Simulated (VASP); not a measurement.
A run of VASP 6.6.1:

INCAR

```
SYSTEM = CdSe
  PREC = Accurate
  ENCUT = 520
  EDIFF = 1E-6
  ISMEAR = 0
  SIGMA = 0.02
  LREAL = .False.
  LASPH = .True.
  NELM = 80
  ALGO = Fast
  ISIF = 2
  LWAVE = .False.
  LCHARG = .True.
  GGA = PE
  LELF = .True.
  LVHAR = .True.
  NBANDS = 16
```

KPOINTS

```
regular mesh
0
Gamma
  10 10 10
  0 0 0
```

The input POSCAR:

```
CdSe
1.0
    0.0000000000      3.0671154037      3.0671154037
    3.0671154037      0.0000000000      3.0671154037
    3.0671154037      3.0671154037      0.0000000000
Cd Se
1 1
Direct
    0.0000000000      0.0000000000      0.0000000000
    0.7500000000      0.7500000000      0.7500000000
```

Potentials or basis: VASP PAW PBE potentials, release 64 (Cd, Se).

Launch:

```console
$ cat potpaw_PBE.64/Cd/POTCAR potpaw_PBE.64/Se/POTCAR > POTCAR
$ mpirun -np 1 vasp_std > vasp.out
```

Hardware: 1 thread of Intel(R) Xeon(R) Platinum 8259CL CPU @ 2.50GHz (Skylake/Cascade Lake), with other jobs on the host.

Estimate the wall time of this run.

Run time: 27 s on 1 thread of Intel(R) Xeon(R) Platinum 8259CL CPU @ 2.50GHz (Skylake/Cascade Lake), with other jobs on the host, peak memory 0.2 GiB. Counts: scf iterations 13, k points 47.
